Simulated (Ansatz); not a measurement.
**Trial structures of AlH₆: starts and ends**

Theory: Ansatz, DFT PBE, scalar-relativistic, plane waves, PAW. Settings: cutoff 420 eV, Γ-centred meshes spaced at most about 0.3 Å⁻¹, and about 0.25 Å⁻¹ or finer for metals (2π included), Gaussian smearing. No spin polarisation in the final relaxations.

Each guess was relaxed in cell and atoms at zero pressure, within the symmetry of its start. Temperature and zero-point effects are left out. Coordination counts H atoms around Al (those within 1.25 times the shortest such distance or 1.15 times the sum of covalent radii, 1.27 where that leaves under three).

| guess | made from | start group | V start (Å³/atom) | end group | V end (Å³/atom) | coordination at the end | gap on mesh (eV) | E over the lowest end (meV/atom) |
| --- | --- | --- | --- | --- | --- | --- | --- | --- |
| 1 | Zn6Mo type | Fm-3m | 9.3 | Fm-3m | 5.5 | Al 12 | 0 | 511 |
| 2 | random cell | P6/mmm | 8.2 | ? | ? | ? | ? | ? |
| 3 | random cell | I4/mmm | 8.1 | I4/mmm | 10.6 | Al 4 | 0 | 0 |
| 4 | random cell | P3m1 | 7.5 | P-6m2 | 6.8 | Al 8 | 0 | 244 |

Guess 2 as it starts:

```cif
data_structure
_symmetry_space_group_name_H-M 'P 1'
_symmetry_Int_Tables_number 1
_cell_length_a 3.7154
_cell_length_b 3.7154
_cell_length_c 4.8266
_cell_angle_alpha 90.000
_cell_angle_beta 90.000
_cell_angle_gamma 120.000
_cell_volume 57.70
loop_
_atom_site_label
_atom_site_type_symbol
_atom_site_fract_x
_atom_site_fract_y
_atom_site_fract_z
_atom_site_occupancy
Al1 Al 0.00000 0.00000 0.00000 1
H1 H 0.33333 0.66667 0.50000 1
H2 H 0.66667 0.33333 0.50000 1
H3 H 0.50000 0.00000 0.00000 1
H4 H 0.00000 0.50000 0.00000 1
H5 H 0.50000 0.50000 0.00000 1
H6 H 0.00000 0.00000 0.50000 1
```

Question: Predict the end of this guess and its energy over the lowest end.

Answer: It ends in space group P6/mmm (No. 191), with a = 3.615 Å, c = 3.607 Å, 5.8 Å³/atom and no gap. It lies 0.70 eV/atom over the lowest end, above guess 1 and so the highest of the set. Counting H atoms around Al, this end has Al 8 and the lowest (guess 3) has Al 4. The lowest (guess 3) holds H–H pairs as short as in free H₂ molecules (shortest 0.76 Å); in this end the shortest H–H distance is 1.81 Å.

Space group P6/mmm (No. 191). a = 3.615 Å, b = 3.615 Å, c = 3.607 Å, α = 90.00°, β = 90.00°, γ = 120.00°
```tsv
atom	site	symmetry	x	y	z
Al	1a	6/mmm	0.0000	0.0000	0.0000
H	2d	-6m2	0.3333	0.6667	0.5000
H	3f	mmm	0.5000	0.0000	0.0000
H	1b	6/mmm	0.0000	0.0000	0.5000
```

Formation energies are uncorrected and refer to the elements' standard structures at the same level (H₂ as a molecule).

Question: Is the lowest end bound against the elements?

Answer: No: its formation energy is +0.23 eV/atom. A positive value: parting into the elements would lower its energy.

Weakly bound directions are ill-defined at this level, which has no dispersion term (I4/mmm), and this can change margins and order among such cells. H stands nearly free of neighbours here, and without spin polarisation the energy of such atoms comes out too high. A magnetic state wasn't ruled out in cells without spin, among them I4/mmm, P-6m2, Fm-3m, P6/mmm. With hydrogen, zero-point motion can shift formation energies by some tens of meV/atom. Cells relaxed within their symmetry can be saddle points. A lower structure may well exist outside this small set. Some candidate types were left out of the draw beforehand, so a known form may be missing.
